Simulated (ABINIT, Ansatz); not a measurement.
This is a calculation of Ti (Titanium) for Ansatz 0.2.0. Atoms were shifted at random by some hundredths of an Å from the given cell, which wasn't relaxed again for these runs. 

The input input.yaml:

```yaml
crystal:
  lattice:
    - [2.95, 0.0, 0.0]
    - [-1.475, 2.5547749412, 0.0]
    - [0.0, 0.0, 4.68]
  atoms:
    - { symbol: Ti, position: [0.686162, 0.32688, 0.748487] }
    - { symbol: Ti, position: [0.337973, 0.672908, 0.24873] }
hamiltonian:
  xc: pbesol
  pseudopotentials: { kind: paw }
kpoints:
  mp_grid: { grid: [10, 10, 6] }
scf:
  occupations: { method: fermi_dirac, width: 0.05 }
output:
  forces: true
  stress: true
  eigenvalues: true
  write_density: true
  write_potential: true
  elf: true
  volumetric_format: npy
```

Potentials or basis: Ansatz PAW.

The run is started by

```sh
$ ansatz run input.yaml --threads 1 --pin off --max-ram 3584MiB --backend cpu --events-out ev --progress --plain --runs-dir out
```

Question: What does the same run look like in ABINIT 10.8.3 (patched build)? Potentials or basis there: PseudoDojo NC SR PBEsol v0.4.1 standard, cutoff 1143 eV.

Answer: As run (cutoffs and basis follow the program's own potentials, and thresholds, step limits or extra output files can differ):

The input run.abi:

```
# Pseudopotentials
pp_dirpath "./"
pseudos "Ti.upf"

# Structure
acell 5.5746920676 5.5746920677 8.8439182632
rprim
     1.0000000000     0.0000000000     0.0000000000
    -0.5000000000     0.8660254038     0.0000000000
     0.0000000000     0.0000000000     1.0000000000
ntypat 1
znucl 22
natom 2
typat 1 1
xred
     0.6861620000     0.3268800000     0.7484870000
     0.3379730000     0.6729080000     0.2487300000
chkprim 0
chksymtnons 0
tolsym 1.0e-6

# Plane-wave basis
ecut 42.0

# k points
kptopt 1
ngkpt 10 10 6
nshiftk 1
shiftk 0.0 0.0 0.0

# Exchange and correlation
ixc -116133

# Bands and occupations
nband 16
occopt 3
tsmear 0.05 eV

# SCF cycle
nstep 100
tolvrs 1.0e-10

# Output
iomode 3
prtwf 0
prteig 0
prtebands 0
enunit 1
prtden 1
prtvha 1
prtvclmb 1
prtpot 1
prtelf 1
```

Potentials or basis: PseudoDojo NC SR PBEsol v0.4.1 standard.

Launch:

```bash
$ abinit run.abi > log 2>&1
```

Both were run:

|  | Ansatz | ABINIT |
| --- | --- | --- |
| Pressure | -5.7 GPa | -5.7 GPa |
| Largest force | 0.101 eV/Å | 0.102 eV/Å |

Ansatz's pressure holds a Pulay term of +0.01 GPa for its cutoff of 420 eV, which the other run lacks.

Ansatz's potentials were made for PBE.

Where Ansatz's input types no cutoff or centring, it takes its own default and a Γ-centred mesh.

Pressure is positive in compression.
